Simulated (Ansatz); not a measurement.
Moving the fixed moment of the cell in Gd

The structure is cubic, space group Im-3m (No. 229). The conventional cell has a = 4.050 Å, b = 4.050 Å, c = 4.050 Å, α = 90.00°, β = 90.00°, γ = 90.00°. Gd (site symmetry m-3m) is surrounded by 8 Gd at 3.51 Å.

This isn't the form of Gd at room conditions, which is hcp.

Kept alike: task single point; functional PBEsol; k mesh 8 × 8 × 8; occupations fermi-dirac, width 0.05 eV. Program: Ansatz, Ansatz PAW, cutoff 420 eV. The mesh is that of the run's cell of 1 atom. No spin-orbit coupling.

| run | pressure (GPa) | largest site moment (μB) | free energy over the lowest row (meV/atom) |
| --- | --- | --- | --- |
| A | 0.08 | 2.53 | 5223.26 |
| B | 1.66 | 4.77 | 2752.35 |
| C | 7.90 | 12.50 | 44661.06 |
| D | -2.02 | 6.95 | 0.00 |
| E | 1.08 | 5.94 | 657.56 |
| F | 0.09 | 8.00 | 120.03 |
| G | -4.58 | 0.00 | 7085.13 |
| H | 0.19 | 9.11 | 6153.51 |

Pressure is positive in compression, with a Pulay correction for the finite cutoff. For a metal such a mesh leaves the last digits unconverged. The runs hold the magnetic state that their start led to, which needn't be the lowest. Site moments count inside each atom's sphere or projector. All rows use potentials made for PBE.

The runs differ in the fixed moment of the cell alone: 0; 1.8; 3.5; 5.2; 7; 8.8; 10.5; 14 μB. Which run is which?

Run A is 1.8 μB; run B is 3.5 μB; run C is 14 μB; run D is 7 μB; run E is 5.2 μB; run F is 8.8 μB; run G is 0 μB; run H is 10.5 μB. The pressure runs from -4.58 (0) to 7.90 GPa (14). The largest site moment rises from 0.00 to 12.50 μB between 0 and 14 μB. The free energy is lowest at 7, and 44661.06 meV an atom higher at 14.
